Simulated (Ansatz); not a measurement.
L1₀ (CuAu-type) CoPt was calculated with LDA in Ansatz (PAW).

Run with plane-wave cutoff 520 eV, 20×20×16 k mesh (along the axes of the cell as run), Fermi–Dirac smearing 0.05 eV, spin-polarised with parallel moments, scalar-relativistic PAW data made under PBE.

Response to compression and expansion:

Shape and atoms are relaxed at each volume.

```
V (Å³/atom)  P (GPa)  moment (μB per cell of 2 atoms)  c (Å)  a (Å)
-----------  -------  -------------------------------  -----  -----
12.091         12.22                             2.03  3.557  2.607
12.343          5.78                             2.08  3.588  2.623
12.594          0.00                             2.11  3.618  2.638
12.846         -5.15                             2.14  3.648  2.654
13.098         -9.71                             2.17  3.678  2.669
```

Ansatz is a first-principles code.
